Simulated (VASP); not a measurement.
# Re (P6_3/mmc) in VASP: electric field gradients with r2SCAN

Aim: the electric field gradients of Re with r2SCAN.

Everything below comes from runs of VASP 6.6.1. Logs are shortened: lines on timing, memory, paths and dates and some standing lists are left out, and cuts for length are marked.

### Step 1. Starting point

The structure is hexagonal, space group P6_3/mmc (No. 194). The conventional cell has a = 2.761 Å, b = 2.761 Å, c = 4.458 Å, α = 90.00°, β = 90.00°, γ = 120.00°. Re (site symmetry -6m2) has 12 Re at 2.74 to 2.76 Å as nearest neighbours.

### Step 2. Electric field gradients, r2SCAN

INCAR

```
SYSTEM = Re
PREC = Accurate
ENCUT = 520
EDIFF = 1E-7
ISMEAR = -1
SIGMA = 0.05
LREAL = .FALSE.
LASPH = .TRUE.
NELM = 100
ALGO = Normal
ISIF = 2
LWAVE = .FALSE.
LCHARG = .FALSE.
METAGGA = R2SCAN
LMIXTAU = .TRUE.
LEFG = .TRUE.
```

KPOINTS

```
regular mesh
0
G
  14 14 8
  0 0 0
```

POSCAR

```
Re
1.0
    2.7608000000      0.0000000000      0.0000000000
   -1.3804000000      2.3909229348      0.0000000000
    0.0000000000      0.0000000000      4.4582000000
Re
2
Direct
    0.3333333333      0.6666666667      0.2500000000
    0.6666666667      0.3333333333      0.7500000000
```

Potentials or basis: VASP PAW PBE potentials, release 64 (Re).

Started as:

```bash
cat potpaw_PBE.64/Re/POTCAR > POTCAR
mpirun -np 1 vasp_std > vasp.out
```

OUTCAR:

```text
SYSTEM = Re
   PREC = Accurate
   ENCUT = 520
   EDIFF = 1E-7
   ISMEAR = -1
   LREAL = .FALSE.
   LASPH = .TRUE.
   NELM = 100
   ISIF = 2
   METAGGA = R2SCAN

 ion  position               nearest neighbor table
   1  0.333  0.667  0.250-   2 2.74   2 2.74   2 2.74   2 2.74   2 2.74   2 2.74
   2  0.667  0.333  0.750-   1 2.74   1 2.74   1 2.74   1 2.74   1 2.74   1 2.74

  LATTYP: Found a hexagonal cell.
 ALAT       =     2.7608000000
 C/A-ratio  =     1.6148217908

  Lattice vectors:

 A1 = (   2.7608000000,   0.0000000000,   0.0000000000)
 A2 = (  -1.3804000000,   2.3909229348,   0.0000000000)
 A3 = (   0.0000000000,   0.0000000000,   4.4582000000)

Analysis of symmetry for initial positions (statically):
=====================================================================
 Subroutine PRICEL returns:
 Original cell was already a primitive cell.

 Routine SETGRP: Setting up the symmetry group for a
 hexagonal supercell.

 Subroutine GETGRP returns: Found 24 space group operations
 (whereof 12 operations were pure point group operations)
 out of a pool of 24 trial point group operations.

The static configuration has the point symmetry D_3d.
 The point group associated with its full space group is D_6h.

Analysis of symmetry for dynamics (positions and initial velocities):
=====================================================================
 Subroutine PRICEL returns:
 Original cell was already a primitive cell.

 Routine SETGRP: Setting up the symmetry group for a
 hexagonal supercell.

 Subroutine GETGRP returns: Found 24 space group operations
 (whereof 12 operations were pure point group operations)
 out of a pool of 24 trial point group operations.

The dynamic configuration has the point symmetry D_3d.
 The point group associated with its full space group is D_6h.

 Subroutine INISYM returns: Found 24 space group operations
 (whereof 12 operations are pure point group operations),
 and found     1 'primitive' translations

----------------------------------------------------------------------------------------

[... 137 lines left out ...]
  free energy    TOTEN  =      -104.91076068 eV

  energy without entropy =     -104.89922536  energy(sigma->0) =     -104.90499302

 E-fermi :   7.6579     XC(G=0): -14.9906

 val. band max:        7.6196114595   @ k =   0.1429   0.0714   0.0000
 cond. band min:       7.6586337821   @ k =   0.2857   0.2857   0.5000
 fundamental gap:      0.0390223226
 Fermi energy:         7.6578502917

 k-point     1 :       0.0000    0.0000    0.0000
  band No.  band energies     occupation
      1      -2.6600      2.00000
      2       0.7538      2.00000
      3       6.0412      2.00000
      4       6.0611      2.00000
      5       6.0611      2.00000
      6       6.9251      2.00000
      7       6.9251      2.00000
      8       7.9001      0.01560
      9       7.9001      0.01560
     10       8.2323      0.00002
     11      11.2014      0.00000
[... 309 lines left out ...]
 k-point    24 :       0.3571    0.2857    0.0000
  band No.  band energies     occupation
      1       2.2559      2.00000
      2       3.2344      2.00000
      3       3.3779      2.00000
      4       4.2058      2.00000
      5       5.3420      2.00000
      6       5.6229      2.00000
      7       7.5727      1.69188
      8      10.6178      0.00000
      9      11.1386      0.00000
     10      11.3664      0.00000
     11      14.7466      0.00000

 [... further k-points ...]

------------------------ aborting loop because EDIFF is reached ----------------------------------------

  FORCE on cell =-STRESS in cart. coord.  units (eV):
  Direction    XX          YY          ZZ          XY          YZ          ZX
  --------------------------------------------------------------------------------------
  -------------------------------------------------------------------------------------
  Total       -0.1493224     -0.1493224      0.1159536      0.0000000     -0.0000000      0.0000000
  in kB       -8.1297159     -8.1297159      6.3129851      0.0000000     -0.0000000      0.0000000
  external PRESSURE =      -3.3154822 kB  Pullay stress =       0.0000000 kB

 VOLUME and BASIS-vectors are now :
 -----------------------------------------------------------------------------
  energy-cutoff  :      520.00
  volume of cell :       29.43
      direct lattice vectors                 reciprocal lattice vectors
     2.760800000  0.000000000  0.000000000     0.362213851  0.209124264  0.000000000
    -1.380400000  2.390922935  0.000000000     0.000000000  0.418248529  0.000000000
     0.000000000  0.000000000  4.458200000     0.000000000  0.000000000  0.224305774

 POSITION                                       TOTAL-FORCE (eV/Angst)
 -----------------------------------------------------------------------------------
     -0.00000      1.59395      1.11455         0.000000     -0.000000      0.000000
      1.38040      0.79697      3.34365        -0.000000      0.000000      0.000000
 -----------------------------------------------------------------------------------
    total drift:                               -0.000000      0.000000     -0.000000

  FREE ENERGIE OF THE ION-ELECTRON SYSTEM (eV)
  ---------------------------------------------------
  free  energy   TOTEN  =      -104.9107606785 eV

  energy  without entropy=     -104.8992253604  energy(sigma->0) =     -104.90499302

 Electric field gradients (V/A^2)
---------------------------------------------------------------------
 ion       V_xx      V_yy      V_zz      V_xy      V_xz      V_yz
---------------------------------------------------------------------
   1      37.521    37.521   -75.043    -0.000     0.000    -0.000
   2      37.521    37.521   -75.043    -0.000    -0.000     0.000
---------------------------------------------------------------------

 Electric field gradients after diagonalization (V/A^2)
 (convention: |V_zz| > |V_xx| > |V_yy|)
----------------------------------------------------------------------
 ion       V_xx      V_yy      V_zz     asymmetry (V_yy - V_xx)/ V_zz
----------------------------------------------------------------------
   1      37.521    37.521   -75.043       0.000
   2      37.521    37.521   -75.043       0.000
----------------------------------------------------------------------

           NMR quadrupolar parameters

 Cq : quadrupolar parameter    Cq=e*Q*V_zz/h
 eta: asymmetry parameters     (V_yy - V_xx)/ V_zz
 Q  : nuclear electric quadrupole moment in mb (millibarn)
----------------------------------------------------------------------
 ion       Cq(MHz)       eta       Q (mb)
----------------------------------------------------------------------
   1      -0.181       0.000       1.000
   2      -0.181       0.000       1.000
----------------------------------------------------------------------
```

OSZICAR:

```text
N       E                     dE             d eps       ncg     rms          rms(c)
DAV:   1    -0.482066721924E+02   -0.48207E+02   -0.72777E+03  4706   0.164E+03
DAV:   2    -0.989437954794E+02   -0.50737E+02   -0.43211E+02  4098   0.324E+02
DAV:   3    -0.105722793872E+03   -0.67790E+01   -0.55764E+01  4451   0.278E+02
DAV:   4    -0.106113918999E+03   -0.39113E+00   -0.35298E+00  4850   0.317E+01
DAV:   5    -0.106129472682E+03   -0.15554E-01   -0.14441E-01  4581   0.350E+00    0.356E+01
DAV:   6    -0.105228208982E+03    0.90126E+00   -0.34737E-01  4914   0.116E+01    0.193E+01
DAV:   7    -0.103910686707E+03    0.13175E+01   -0.30333E+00  4814   0.541E+01    0.938E+00
DAV:   8    -0.104914344099E+03   -0.10037E+01   -0.11750E+00  4900   0.288E+01    0.158E+00
DAV:   9    -0.104915095636E+03   -0.75154E-03   -0.10489E-02  4533   0.211E+00    0.869E-01
DAV:  10    -0.104895094975E+03    0.20001E-01   -0.13486E-02  5095   0.252E+00    0.115E+00
DAV:  11    -0.104910549217E+03   -0.15454E-01   -0.34134E-03  4819   0.191E+00    0.354E-02
DAV:  12    -0.104910683403E+03   -0.13419E-03   -0.79230E-05  5034   0.244E-01    0.837E-02
DAV:  13    -0.104910703189E+03   -0.19785E-04   -0.14900E-05  4207   0.444E-02    0.337E-02
DAV:  14    -0.104910754507E+03   -0.51318E-04   -0.20501E-05  4609   0.887E-02    0.933E-03
DAV:  15    -0.104910759974E+03   -0.54670E-05   -0.25345E-06  4280   0.263E-02    0.586E-03
DAV:  16    -0.104910760524E+03   -0.55037E-06   -0.19007E-06  4223   0.443E-02    0.314E-03
DAV:  17    -0.104910760705E+03   -0.18053E-06   -0.60871E-08  2077   0.113E-02    0.664E-04
DAV:  18    -0.104910760678E+03    0.26153E-07   -0.41997E-08  2004   0.751E-03
   1 F= -.10491076E+03 E0= -.10490499E+03  d E =-.115353E-01
```

It took 75 s on 1 thread of Intel Xeon 6975P-C (Granite Rapids), shared host; peak memory 0.19 GiB.

What came out:

| Property | Result |
| --- | --- |
| Free energy | -104.9108 eV |
| Pressure | -0.3 GPa |
| Band gap on the k mesh | none (metal or under the smearing width) |

Stress tensor (GPa, compression positive):
```
-0.81  0.00  0.00
 0.00 -0.81  0.00
 0.00  0.00  0.63
```

Levels at points of the mesh, in eV from the Fermi level:
```csv
k point,band 5,band 6,band 7,band 8,band 9,band 10
"(0.00, 0.00, 0.00)",-1.60,-0.73,-0.73,0.24,0.24,0.57
"(0.50, 0.00, 0.00)",-1.85,-1.42,-0.61,4.14,4.57,4.69
"(0.00, 0.00, 0.50)",-1.73,-1.73,-1.73,-1.73,2.69,2.69
"(0.50, 0.00, 0.50)",0.46,0.46,0.93,0.93,4.46,4.47
```

Electric field gradients, principal values (V/Å²):
```
atom     Vxx     Vyy      Vzz
1 Re  37.521  37.521  -75.043
2 Re  37.521  37.521  -75.043
```

Caveat: the PAW data sets were made with another functional, which shifts forces and pressure a little. The run has no spin-orbit coupling, so splittings on Re are missing.
